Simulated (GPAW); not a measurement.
## MgS: dielectric tensor with PBEsol

Crystal: MgS.

```
S Mg
1.0
     0.00000    2.83312    2.83312
     2.83312    0.00000    2.83312
     2.83312    2.83312    0.00000
S Mg
1 1
Direct
  0.25000 0.25000 0.25000
  0.00000 0.00000 0.00000
```

The cell comes from a database or a generator and needn't be the stable form of this composition.

```yaml
Program: GPAW 26.7.0
Task: dielectric tensor
Functional: PBEsol
Potentials_or_basis: PAW data sets generated in the run's folder for this functional
Cutoff: 650 eV
Basis: pw
k_mesh: 7 × 7 × 7
Occupations: fermi-dirac, width 0.001 eV
Spin: no spin polarisation
Response_ecut: 80 eV
Maxiter: 150
Response_k_mesh: 18 × 18 × 18
Response_bands: 28
Kernels: "[\"RPA\"]"
Coarser_k_mesh: 18 × 18 × 18
```

The band gap on the k mesh is 3.28 eV, direct. The electronic dielectric tensor (diagonal) is 3.81.

Electronic dielectric tensor:
```
3.81 0.00 0.00
0.00 3.81 0.00
0.00 0.00 3.81
```

Run time: 6.7 min on 1 thread of Intel(R) Xeon(R) Processor @ 2.50GHz (Skylake/Cascade Lake) (shared host), peak memory 0.54 GiB.

Caveat: the long-wavelength limit can be off by a per cent or two. Expect the measured gap to be larger: semilocal functionals such as PBEsol lack the derivative discontinuity.
